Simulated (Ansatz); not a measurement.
## Relaxing an invented P structure

Method: Ansatz 0.2.0, DFT PBE, scalar-relativistic, plane waves, PAW. Cutoff 420 eV, Gaussian smearing, Γ-centred meshes. Cell and atoms relax on a converged mesh. In metals the finer mesh still leaves noise of several meV/atom or more. The steps can't lower the symmetry of their start. No spin polarisation.

The cell of P is invented: one element on all sites of the Si type (Ia-3, No. 206). Lengths were set from tabulated atomic sizes, so they are only a guess.

```cif
data_structure
_symmetry_space_group_name_H-M 'Ia-3'
_symmetry_Int_Tables_number 206
_cell_length_a 6.7273
_cell_length_b 6.7273
_cell_length_c 6.7273
_cell_angle_alpha 90.000
_cell_angle_beta 90.000
_cell_angle_gamma 90.000
_cell_volume 304.45
loop_
_atom_site_label
_atom_site_type_symbol
_atom_site_symmetry_multiplicity
_atom_site_Wyckoff_symbol
_atom_site_fract_x
_atom_site_fract_y
_atom_site_fract_z
_atom_site_occupancy
P1 P 16 c 0.10300 0.10300 0.10300 1
```

Energies count from the standard state of P at the same level. The references include black phosphorus.

Question: Where does the relaxation end?

Answer: The symmetry stays Ia-3 (No. 206). The volume per atom shrinks by 2.5 %, from 19.0 to 18.6 Å³. The shortest distance goes from 2.40 Å (P–P) to 2.27 Å (P–P). Conventional cell: a = 6.672 Å. P is surrounded by 1 P at 2.27 Å and 3 P at 2.41 Å.

```
CELL_PARAMETERS angstrom
-3.33582 3.33582 3.33582
3.33582 -3.33582 3.33582
3.33582 3.33582 -3.33582
ATOMIC_POSITIONS crystal
P 0.19606 0.19606 0.19606
P 0.50000 0.00000 0.30394
P 0.30394 0.50000 0.00000
P 0.00000 0.30394 0.50000
P 0.80394 0.80394 0.80394
P 0.50000 0.00000 0.69606
P 0.69606 0.50000 0.00000
P 0.00000 0.69606 0.50000
```

Question: How does it come out in energy, and is it a metal?

Answer: The energy over the standard state is +0.42 eV/atom and the gap on the 8×8×8 mesh of the 8-atom cell is 0 eV (a metal).

It lies above the standard state, so it could only be metastable.

The last run used Gaussian smearing of 0.10 eV. The reference form of P is held partly by dispersion forces, which this level lacks. A structure relaxed within its symmetry needn't be a true minimum. Another cell of P relaxed alike, in Pm-3m, lies 0.33 eV/atom lower, so this cell isn't the stable form at this level.
